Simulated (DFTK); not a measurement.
# SiC (Moissanite) under changes of volume

One of the cells (10.341 Å³/atom); the others are scaled copies at fixed shape and fractional positions:

```xyz
4
Lattice="3.0760 0.0000 0.0000 -1.5380 2.6639 0.0000 0.0000 0.0000 5.0480" Properties=species:S:1:pos:R:3 pbc="T T T"
Si    1.5380    0.8880    2.5240
Si    0.0000    1.7759    0.0000
C     1.5380    0.8880    4.4675
C     0.0000    1.7759    1.9435
```

| Quantity | Value |
| --- | --- |
| Program | DFTK 0.8.2 |
| Functional | PBEsol |
| Potentials or basis | dojo.nc.sr.pbesol.v0_4_1.standard.upf (PBEsol) |
| Cutoff | 1116 eV |
| k mesh | 10 × 10 × 5 |
| Occupations | fermi-dirac, width 0.05 eV |
| Spin | no spin polarisation |

```tsv
volume (Å³/atom)	energy over the lowest point (meV/atom)	pressure (GPa)	gap on the mesh (eV)	largest force (eV/Å)
9.721	30.06	15.8	2.23	0.859
9.927	13.27	10.1	2.26	0.823
10.134	3.47	5.0	2.30	0.788
10.341	0.00	0.3	2.33	0.755
10.548	?	?	?	?
10.755	9.78	-7.8	2.39	0.695
10.961	22.01	-11.3	2.37	0.667
```

Task: What does the run at 10.548 Å³/atom give?

Result: Energy over the lowest point 2.28 meV/atom; pressure -3.9 GPa; gap on the mesh 2.36 eV; largest force 0.724 eV/Å.

Worked out: A Birch-Murnaghan fit of order 3 (a polynomial in V^(-2/3)) to the other rows has its minimum at 10.36 Å³/atom with B0 = V·E''(V) = 221 GPa and B' = 3.9 at fixed shape and positions, which overstates the stiffness. It gives 2.28 meV/atom at 10.548 Å³/atom, against the run's 2.28, and -dE/dV = -3.9 GPa, against -3.9. A parabola through the other rows of the gap, of slope 0.986 eV per unit of ln V there, gives 2.36 eV, against the run's 2.36.

Energies are extrapolated to zero smearing.

Caveats: an odd mesh through Γ misses points on the zone boundary, where band edges often lie.
